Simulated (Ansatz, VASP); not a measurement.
This is a calculation of Sn3Se for Ansatz 0.2.0.

The input input.yaml:

```yaml
crystal:
  lattice:
    - [4.8042793006, 0.0, 0.0]
    - [0.0, 4.8042793006, 0.0]
    - [0.0, 0.0, 4.8042793006]
  atoms:
    - { symbol: Sn, position: [0.5, 0.5, 0.0] }
    - { symbol: Sn, position: [0.5, 0.0, 0.5] }
    - { symbol: Sn, position: [0.0, 0.5, 0.5] }
    - { symbol: Se, position: [0.0, 0.0, 0.0] }
kpoints:
  mp_grid: { grid: [6, 6, 6] }
scf:
  occupations: { method: fermi_dirac, width: 0.05 }
hamiltonian:
  xc: lda
  pseudopotentials: { kind: all_electron, lapw: { basis_error: 0.002 } }
output:
  forces: true
  stress: true
  eigenvalues: true
```

Potentials or basis: all-electron LAPW, scalar-relativistic.

The run is started by

```console
$ ansatz run input.yaml --threads 2 --pin off --max-ram 8192MiB --backend cpu --events-out ev --progress --plain --runs-dir out
```

Translate it to VASP 6.6.1. Potentials there: VASP PAW LDA potentials, release 64 (Sn_d, Se).

As run (the cutoff follows the program's own potentials):

The input INCAR:

```
SYSTEM = Sn3Se
PREC = Accurate
ENCUT = 520
EDIFF = 1E-6
ISMEAR = -1
SIGMA = 0.05
LREAL = .FALSE.
LASPH = .TRUE.
NELM = 80
ALGO = Normal
ISIF = 2
LWAVE = .FALSE.
LCHARG = .TRUE.
LELF = .TRUE.
LVHAR = .TRUE.
NBANDS = 32
```

KPOINTS

```
regular mesh
0
G
  6 6 6
  0 0 0
```

File POSCAR:

```
Sn3Se
1.0
    4.8042793006      0.0000000000      0.0000000000
    0.0000000000      4.8042793006      0.0000000000
    0.0000000000      0.0000000000      4.8042793006
Sn Se
3 1
Direct
    0.5000000000      0.5000000000      0.0000000000
    0.5000000000      0.0000000000      0.5000000000
    0.0000000000      0.5000000000      0.5000000000
    0.0000000000      0.0000000000      0.0000000000
```

Potentials or basis: VASP PAW LDA potentials, release 64 (Sn_d, Se).

The run is started by

```bash
$ cat potpaw_LDA.64/Sn_d/POTCAR potpaw_LDA.64/Se/POTCAR > POTCAR
$ mpirun -np 1 vasp_std > vasp.out
```

Both were run:

|  | VASP | Ansatz | Ansatz less VASP |
| --- | --- | --- | --- |
| gap on the k mesh at the Fermi level (eV) | none | none | - |
| pressure (GPa) | -5.4 | -5.4 | -0.01 |

A gap of «none» marks a metal or a gap that the smearing closes. Ansatz ran all-electron here, so the differences hold the error of VASP's frozen core and of both bases.
